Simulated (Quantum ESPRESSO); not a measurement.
**Al: band structure with PBEsol**

The system is Al.

```
Al
1.0
     0.00000    2.02481    2.02481
     2.02481    0.00000    2.02481
     2.02481    2.02481    0.00000
Al
1
Direct
  0.00000 0.00000 0.00000
```

```
Program             : Quantum ESPRESSO 7.5
Task                : band structure
Functional          : PBEsol
Potentials or basis : PseudoDojo 0.4.1 SR PBEsol standard
Cutoff              : 544 eV
Density cutoff      : 2177 eV
k mesh              : 11 × 11 × 11
Occupations         : fermi-dirac, width 0.05 eV
Spin                : no spin polarisation
Mixing beta         : 0.5
Most SCF iterations : 120
SCF threshold       : 2e-10 Ry
```

```json
{
  "Pressure": "-2.1 GPa",
  "Band gap on the k mesh": "none (metal or under the smearing width)"
}
```

Levels at the corners of the path, in eV from the Fermi level:
```tsv
point	band 1	band 2	band 3	band 4	band 5	band 6
Γ	-11.10	12.56	12.56	12.56	13.96	13.96
X	-2.92	-1.61	5.26	5.54	5.54	8.97
W	-0.85	-0.85	0.16	1.06	15.73	15.73
K	-1.88	-1.36	-0.42	6.51	8.16	15.56
Γ	-11.10	12.56	12.56	12.56	13.96	13.96
L	-4.58	-4.38	11.30	11.30	11.41	11.41
U	-1.88	-1.36	-0.42	6.51	8.16	15.56
W	-0.85	-0.85	0.16	1.06	15.73	15.73
L	-4.58	-4.38	11.30	11.30	11.41	11.41
K	-1.88	-1.36	-0.42	6.51	8.16	15.56
U	-1.88	-1.36	-0.42	6.51	8.16	15.56
X	-2.92	-1.61	5.26	5.54	5.54	8.97
```

Run time: 5.4 s on 1 thread of Arm Neoverse V1, with other jobs on the host, peak memory 0.09 GiB.
